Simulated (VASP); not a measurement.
Here is a VASP 6.6.1 calculation.

INCAR

```
SYSTEM = InP
ALGO = Normal
EDIFF = 1E-6
EDIFFG = -0.01
ENCUT = 600
GGA = PE
IBRION = 2
ISIF = 3
ISMEAR = 0
LASPH = .TRUE.
LCHARG = .FALSE.
LREAL = .FALSE.
LWAVE = .FALSE.
NELM = 80
NSW = 90
PREC = Accurate
SIGMA = 0.03
```

The input KPOINTS:

```
k-points
0
G
  8 8 8
  0 0 0
```

POSCAR

```
InP
1.0
    0.0000000000      2.9305000000      2.9305000000
    2.9305000000      0.0000000000      2.9305000000
    2.9305000000      2.9305000000      0.0000000000
In P
1 1
Direct
    0.0000000000      0.0000000000      0.0000000000
    0.2500000000      0.2500000000      0.2500000000
```

Potentials or basis: VASP PAW PBE potentials, release 64 (In_d, P).

Command:

```sh
$ cat potpaw_PBE.64/In_d/POTCAR potpaw_PBE.64/P/POTCAR > POTCAR
$ mpirun -np 1 vasp_std > vasp.out
```

**Question.** Estimate the space group after relaxing (to 0.05 Å).

**Answer.** F-43m (No. 216).

**Question.** What does it give for the relaxed cell?

**Answer.** a = 4.213 Å, b = 4.213 Å, c = 4.213 Å, α = 60.00°, β = 60.00°, γ = 60.00°.

**Question.** Estimate the relaxed volume.

**Answer.** 26.44 Å³/atom.

Final structure:
```
CELL_PARAMETERS angstrom
0.00000 2.97915 2.97915
2.97915 0.00000 2.97915
2.97915 2.97915 0.00000
ATOMIC_POSITIONS crystal
In 0.00000 0.00000 0.00000
P 0.25000 0.25000 0.25000
```

 PBE usually gives volumes a little too large and moduli too small.
